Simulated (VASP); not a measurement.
BeS in VASP 6.6.1, single-point calculation

INCAR

```
ENCUT = 520
LREAL = Auto
NELM = 120
IBRION = -1
ISIF = 2
NBANDS = 11
EDIFF = 1E-7
LCHARG = .FALSE.
LWAVE = .FALSE.
PREC = Accurate
NSW = 0
ISMEAR = -1
GGA = RE
LASPH = .TRUE.
SIGMA = 0.02
```

KPOINTS

```
KPOINTS created by Atomic Simulation Environment
0
Gamma
10 10 10
0 0 0
```

POSCAR

```
Be S
 1.0000000000000000
     0.0000000000000000    2.3172971969456797    2.3172971969456797
     2.3172971969456797    0.0000000000000000    2.3172971969456797
     2.3172971969456797    2.3172971969456797    0.0000000000000000
 Be  S
   1   1
Cartesian
  0.0000000000000000  0.0000000000000000  0.0000000000000000
  2.3172971969456793  2.3172971969456793  2.3172971969456793
```

The recommended PBE PAW datasets give the neutral cell 8 valence electrons.

Command

```
mpirun -np 1 vasp_std
```

OSZICAR

```
N       E                     dE             d eps       ncg     rms          rms(c)
DAV:   1     0.195571057783E+02    0.19557E+02   -0.39097E+03  1034   0.630E+02
DAV:   2    -0.727552223902E+01   -0.26833E+02   -0.25526E+02  1328   0.114E+02
DAV:   3    -0.841999263939E+01   -0.11445E+01   -0.11418E+01  1331   0.229E+01
DAV:   4    -0.842628441670E+01   -0.62918E-02   -0.62908E-02  1315   0.196E+00
DAV:   5    -0.842632235121E+01   -0.37935E-04   -0.37934E-04  1345   0.135E-01    0.694E+00
DAV:   6    -0.835417728044E+01    0.72145E-01   -0.17722E-01  1221   0.178E+00    0.466E+00
DAV:   7    -0.835577257928E+01   -0.15953E-02   -0.71497E-02  1340   0.132E+00    0.164E+00
DAV:   8    -0.835648290981E+01   -0.71033E-03   -0.71241E-03  1180   0.401E-01    0.277E-01
DAV:   9    -0.835647229869E+01    0.10611E-04   -0.17452E-04  1208   0.859E-02    0.285E-02
DAV:  10    -0.835649965345E+01   -0.27355E-04   -0.27185E-05  1200   0.354E-02    0.194E-02
DAV:  11    -0.835650086257E+01   -0.12091E-05   -0.73022E-06  1266   0.151E-02    0.135E-03
DAV:  12    -0.835650091708E+01   -0.54513E-07   -0.20659E-07  1226   0.347E-03
   1 F= -.83565009E+01 E0= -.83565009E+01  d E =-.348076E-11
```

Standard output (part)

```
POSCAR found type information on POSCAR BeS
 POSCAR found :  2 types and       2 ions
|     You have a (more or less) 'small supercell' and for smaller cells       |
|     it is recommended to use the reciprocal-space projection scheme!        |
|     The real-space optimization is not efficient for small cells and it     |
|     is also less accurate ...                                               |
|     Therefore, set LREAL=.FALSE. in the INCAR file.                         |
 LDA part: xc-table for (Slater+PW92), standard interpolation
 POSCAR, INCAR and KPOINTS ok, starting setup
 WAVECAR not read
 entering main loop
```

From OUTCAR

```
k-points           NKPTS =     47   k-points in BZ     NKDIM =     47   number of bands    NBANDS=     11

   NELECT =       8.0000    total number of electrons

   dimension x,y,z NGX =    24 NGY =   24 NGZ =   24
   dimension x,y,z NGXF=    48 NGYF=   48 NGZF=   48

  energy-cutoff  :      520.00
  volume of cell :       24.89
      direct lattice vectors                 reciprocal lattice vectors
     0.000000000  2.317297197  2.317297197    -0.215768612  0.215768612  0.215768612
     2.317297197  0.000000000  2.317297197     0.215768612 -0.215768612  0.215768612
     2.317297197  2.317297197  0.000000000     0.215768612  0.215768612 -0.215768612

 k-points in reciprocal lattice and weights: KPOINTS created by Atomic Simulation Env
   0.00000000  0.00000000  0.00000000       0.001
   0.10000000  0.00000000  0.00000000       0.008
   0.20000000  0.00000000  0.00000000       0.008
   0.30000000  0.00000000  0.00000000       0.008
   0.40000000  0.00000000  0.00000000       0.008
   0.50000000  0.00000000  0.00000000       0.004
   0.10000000  0.10000000  0.00000000       0.006
   0.20000000  0.10000000  0.00000000       0.024
   ...

 E-fermi :   7.0537

 k-point     1 :       0.0000    0.0000    0.0000
  band No.  band energies     occupation
      1      -8.4382      2.00000
      2       6.3609      2.00000
      3       6.3609      2.00000
      4       6.3609      2.00000
      5      12.0009      0.00000
      6      15.4618      0.00000
      7      15.4618      0.00000
      8      15.4618      0.00000
      9      16.3456      0.00000
     10      16.3456      0.00000
     11      16.3456      0.00000

 k-point     2 :       0.1000    0.0000    0.0000
  band No.  band energies     occupation
      1      -8.2905      2.00000
      2       5.4405      2.00000
      3       6.3175      2.00000
      4       6.3175      2.00000
      5      12.4000      0.00000
      6      14.8686      0.00000
      7      14.8686      0.00000
      8      15.0632      0.00000
      9      16.0168      0.00000
     10      16.0168      0.00000
     11      16.7715      0.00000

 k-point     3 :       0.2000    0.0000    0.0000
  band No.  band energies     occupation
      1      -7.8627      2.00000
      2       3.5640      2.00000
      3       6.2262      2.00000
      4       6.2262      2.00000
      5      12.1910      0.00000
      6      13.1997      0.00000
      7      13.1997      0.00000
      8      15.7597      0.00000
      9      17.0806      0.00000
     10      17.0806      0.00000
     11      17.2399      0.00000

 k-point     4 :       0.3000    0.0000    0.0000
  band No.  band energies     occupation
      1      -7.2159      2.00000
      2       1.6220      2.00000
      3       6.1565      2.00000
      4       6.1565      2.00000
      5      11.5032      0.00000
      6      11.8403      0.00000
      7      11.8403      0.00000
      8      16.6295      0.00000
      9      18.4231      0.00000
     10      18.7656      0.00000
     11      18.7656      0.00000

 k-point     5 :       0.4000    0.0000    0.0000
  band No.  band energies     occupation
      1      -6.5218      2.00000
      2       0.0811      2.00000
      3       6.1362      2.00000
      4       6.1362      2.00000
      5      10.9564      0.00000
      6      10.9564      0.00000
      7      11.0072      0.00000
      8      16.8472      0.00000
      9      20.4938      0.00000
     10      20.7980      0.00000
     11      20.7980      0.00000

 ...

  Total        0.1928762      0.1928762      0.1928762     -0.0000000      0.0000000     -0.0000000
  in kB       12.4169222     12.4169222     12.4169222     -0.0000000      0.0000000     -0.0000000
  external PRESSURE =      12.4169222 kB  Pullay stress =       0.0000000 kB

 POSITION                                       TOTAL-FORCE (eV/Angst)
 -----------------------------------------------------------------------------------
      0.00000      0.00000      0.00000         0.000000      0.000000      0.000000
      2.31730      2.31730      2.31730        -0.000000     -0.000000     -0.000000
 -----------------------------------------------------------------------------------
    total drift:                               -0.000000     -0.000000      0.000000

  FREE ENERGIE OF THE ION-ELECTRON SYSTEM (eV)
  ---------------------------------------------------
  free  energy   TOTEN  =        -8.3565009171 eV

  energy  without entropy=       -8.3565009171  energy(sigma->0) =       -8.35650092
```

It converged. Results: gap between bands v and c on the k mesh 1.05 eV; least direct gap on the k mesh 4.16 eV; pressure 1.2 GPa. Band v is the last that the valence electrons fill when counted band by band, and c is the next.

For comparison, a separate PBE run of the intended cell, on usual settings and not on those above, gives a gap of 1.03 eV on its mesh and a pressure of -0.4 GPa.

The run above took about 11 s on one core of a shared host (Intel Xeon Platinum 8488C) and held 0.14 GiB at most.
